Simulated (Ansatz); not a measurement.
A run of Ansatz 0.2.0 is set up as follows.

File input:

```
crystal:
  lattice:
    - [-1.8713408863, 1.8713408863, 1.8713408863]
    - [1.8713408863, -1.8713408863, 1.8713408863]
    - [1.8713408863, 1.8713408863, -1.8713408863]
  atoms:
    - { symbol: Sb, position: [0.0, 0.0, 0.0] }
hamiltonian:
  xc: b3lyp
  pseudopotentials: { kind: paw }
kpoints:
  mp_grid: { grid: [5, 5, 5] }
scf:
  occupations: { method: fermi_dirac, width: 0.05 }
output:
  forces: true
  stress: true
  eigenvalues: true
  write_density: true
  write_potential: true
  elf: true
  volumetric_format: npy
```

Predict the band gap on the k mesh.

none (metal or under the smearing width).

Predict the pressure.

5.3 GPa.

Caveat: the k mesh is coarse (spacing up to 0.47 Å⁻¹), so the values aren't converged, least of all with exact exchange; the PAW data sets come from PBE, with cores solved anew for the run's functional, which leaves a small shift of forces and pressure; the thresholds are loose for stress. The run has no spin-orbit coupling, so splittings on Sb are missing.
